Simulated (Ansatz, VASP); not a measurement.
## One calculation of Al, two programs

INCAR

```
PREC     = Accurate       # precision mode
ENCUT    = 600            # plane-wave cutoff, eV
EDIFF    = 1E-6           # SCF threshold, eV
ISMEAR   = 0              # smearing method
SIGMA    = 0.1            # smearing width, eV
LREAL    = False          # projectors in reciprocal space
LASPH    = True           # aspherical terms in the spheres
NELM     = 100            # most SCF steps
ALGO     = Normal         # electronic algorithm
ISIF     = 3              # what is computed and relaxed
LWAVE    = False          # write WAVECAR
LCHARG   = False          # write CHGCAR
GGA      = PE             # functional
IBRION   = 2              # ionic algorithm
NSW      = 90             # ionic steps
EDIFFG   = -0.04          # ionic threshold
```

The input KPOINTS:

```
regular mesh
0
Gamma
  6 6 6
```

POSCAR

```
Al
1.0
    4.0044813180      0.0000000000      0.0000000000
   -2.0022406590      3.4679825503      0.0000000000
    0.0000000000      0.0000000000      3.4135100887
Al
3
Direct
    0.3333333333      0.6666666667      0.5000000000
    0.0000000000      0.0000000000      0.0000000000
    0.6666666667      0.3333333333      0.5000000000
```

Input for Ansatz:

```yaml
crystal:
  lattice:
    - [4.004481318, 0.0, 0.0]
    - [-2.002240659, 3.4679825503, 0.0]
    - [0.0, 0.0, 3.4135100887]
  atoms:
    - { symbol: Al, position: [0.3333333333, 0.6666666667, 0.5] }
    - { symbol: Al, position: [0.0, 0.0, 0.0] }
    - { symbol: Al, position: [0.6666666667, 0.3333333333, 0.5] }
basis:
  ecutwfc: 420
kpoints:
  mp_grid: { grid: [6, 6, 6] }
hamiltonian:
  xc: pbe
scf:
  occupations: { method: gaussian, width: 0.1 }
  lower_state_search: "off"
output:
  forces: true
  stress: true
  eigenvalues: true
relax:
  adjacent_minimum: "off"
  f_tol: 0.04
  max_steps: 70
  cell: { stress_tol: 0.4 }
```

Alike in both runs: task relaxation of cell and atoms; functional PBE; k mesh 6 × 6 × 6; occupations gaussian, width 0.1 eV; no spin polarisation.

|  | VASP | Ansatz |
| --- | --- | --- |
| version | VASP 6.6.1 | Ansatz 0.2.0 |
| potentials or method | VASP PAW PBE potentials, release 64 (Al) | scalar-relativistic, plane waves, PAW |
| plane-wave cutoff (eV) | 600 | 420 |
| valence electrons in the cell | 9 | 9 |

Ansatz gave:

- gap on the k mesh at the Fermi level, each at its own relaxed structure (eV): none
- relaxed volume (Å³/atom): 17.13
- relaxed cell length with the largest relative difference (Å): 4.592
- energy change over the relaxation (meV/atom): -403

Task: Estimate VASP's values.

Result: gap on the k mesh at the Fermi level, each at its own relaxed structure (eV): none; relaxed volume (Å³/atom): 17.05; relaxed cell length with the largest relative difference (Å): 4.585; energy change over the relaxation (meV/atom): -402.

A gap of «none» marks a metal or a gap that the smearing closes.
